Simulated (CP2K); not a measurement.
Rh:

```
Rh
1.0
     2.68397    0.00000    0.00000
     1.34198    2.32438    0.00000
     1.34198    0.77479    2.19145
Rh
1
Direct
  0.00000 0.00000 0.00000
```

Program: CP2K 2026.2. Alike in all runs: task band structure; potentials or basis POTENTIAL_UZH Rh GTH-PBE-q17; TZVP-MOLOPT-PBE-GTH basis; no spin polarisation; cell as given; k mesh 12 × 12 × 12; smearing fermi-dirac 0.05 eV.

Task: Order these runs on this cell by their pressure, lowest first.
A. level PW91
B. level vdW-DF2; cutoff of the non-local correlation (Ry) 300
C. level PBEsol
D. level LDA
E. level M06-L

Result: D (-7.0 GPa), C (-1.2 GPa), E (5.3 GPa), A (10.4 GPa), B (33.1 GPa).

Caveats: the potentials were made for another functional, which shifts forces and pressure; the basis of atomic orbitals isn't converged, which shifts pressures, moduli and gaps; a pressure of tens of GPa on the cell as given is suspect, and the run, the potentials or the cell itself is likely at fault (some runs).

Runs at the PBE level aren't shown here.
